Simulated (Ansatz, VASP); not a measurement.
**One calculation of PbSe, two programs**

The input POSCAR:

```
PbSe
1.0
    0.0000000000      3.0621500000      3.0621500000
    3.0621500000      0.0000000000      3.0621500000
    3.0621500000      3.0621500000      0.0000000000
Pb Se
1 1
Direct
    0.0000000000      0.0000000000      0.0000000000
    0.5000000000      0.5000000000      0.5000000000
```

Contents of INCAR.step1:

```
ALGO = Normal
EDIFF = 1E-4
ENCUT = 520
GGA = PE
ISMEAR = 0
LASPH = T
LCHARG = F
LREAL = F
LWAVE = T
NBANDS = 17
NELM = 60
PREC = Accurate
SIGMA = 0.05
```

File INCAR.step2:

```
ALGO = Normal
EDIFF = 1E-6
ENCUT = 520
ISIF = 2
ISMEAR = 0
ISTART = 1
LASPH = T
LCHARG = F
LMIXTAU = T
LREAL = F
LWAVE = F
METAGGA = R2SCAN
NBANDS = 17
NELM = 60
PREC = Accurate
SIGMA = 0.05
```

Contents of KPOINTS:

```
k-points
0
Gamma
  10 10 10
```

Input for Ansatz:

```yaml
crystal:
  lattice:
    - [0.0, 3.06215, 3.06215]
    - [3.06215, 0.0, 3.06215]
    - [3.06215, 3.06215, 0.0]
  atoms:
    - { symbol: Pb, position: [0.0, 0.0, 0.0] }
    - { symbol: Se, position: [0.5, 0.5, 0.5] }
basis:
  ecutwfc: 500
kpoints:
  mp_grid: { grid: [10, 10, 10] }
hamiltonian:
  xc: r2scan
scf:
  occupations: { method: gaussian, width: 0.05 }
output:
  forces: true
  stress: true
  eigenvalues: true
```

Alike in both runs: task single point; functional r2SCAN; k mesh 10 × 10 × 10; occupations gaussian, width 0.05 eV; no spin polarisation.

```csv
,VASP,Ansatz
version,VASP 6.6.1,Ansatz 0.2.0
potentials or method,"VASP PAW PBE potentials, release 64 (Pb_d, Se)","scalar-relativistic, plane waves, PAW"
plane-wave cutoff (eV),520,500
valence electrons in the cell,20,30
```

VASP gave:

```
gap on the k mesh at the Fermi level (eV) : 0.58
least direct gap on the mesh (eV)         : 0.58
pressure (GPa)                            : 1.5
```

Problem. Which values does Ansatz return?

Solution. gap on the k mesh at the Fermi level (eV): 0.58; least direct gap on the mesh (eV): 0.58; pressure (GPa): 1.4.

The two sets of potentials don't hold the same shells in valence.

Caveats: the PAW data sets were made with another functional, which shifts forces and pressure a little (VASP); spin-orbit coupling is left out, which as a rule narrows the gap of such compounds by several tenths of an eV. A k mesh can miss the band edges.
